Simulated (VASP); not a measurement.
Crystal: ZrO2.

```
Zr O
1.0
     3.60017    0.00000    0.00000
     0.00000    3.60017    0.00000
     0.00000    0.00000    5.22516
Zr O
2 4
Direct
  0.00000 0.00000 0.00000
  0.50000 0.50000 0.50000
  0.00000 0.50000 0.30177
  0.00000 0.50000 0.80177
  0.50000 0.00000 0.69823
  0.50000 0.00000 0.19823
```

The cell is a database's computed one.

```yaml
Program: VASP 6.6.1
Task: relaxation of cell and atoms
Functional: PBE
Potentials_or_basis: VASP PAW PBE potentials, release 64 (Zr_sv, O)
Cutoff: 600 eV
k_mesh: 6 × 6 × 6
Occupations: gaussian, width 0.02 eV
Spin: no spin polarisation
```

At the start: pressure 3.9 GPa; volume 11.29 Å³/atom.

**Question.** Where does the relaxation end?

**Answer.** Over 11 steps the energy falls by 2.8 meV/atom and the volume is 11.54 Å³/atom (+2.2 %); space group P4_2/nmc (No. 137, to 0.05 Å).

Step by step:
```csv
step,energy change (eV),largest force (eV/Å),pressure (GPa),volume (Å³)
1,0.0000,0.0099,3.87,67.72
2,0.0127,0.1809,-5.01,70.43
3,-0.0131,0.0720,0.00,68.83
4,-0.0131,0.0703,0.05,68.81
5,-0.0140,0.0617,0.07,68.86
6,-0.0158,0.0341,0.09,68.99
7,-0.0164,0.0264,0.18,69.27
8,-0.0167,0.0014,0.13,69.16
9,-0.0167,0.0035,0.14,69.17
10,-0.0164,0.0117,-0.54,69.39
11,-0.0167,0.0002,0.00,69.21
```

Final structure:
```yaml
crystal:
  lattice:
    - [3.62153, 0.00000, 0.00000]
    - [0.00000, 3.62153, 0.00000]
    - [0.00000, 0.00000, 5.27704]
  atoms:
    - { symbol: Zr, position: [0.00000, 0.00000, 0.00000] }
    - { symbol: Zr, position: [0.50000, 0.50000, 0.50000] }
    - { symbol: O, position: [0.00000, 0.50000, 0.30620] }
    - { symbol: O, position: [0.00000, 0.50000, 0.80620] }
    - { symbol: O, position: [0.50000, 0.00000, 0.69380] }
    - { symbol: O, position: [0.50000, 0.00000, 0.19380] }
```
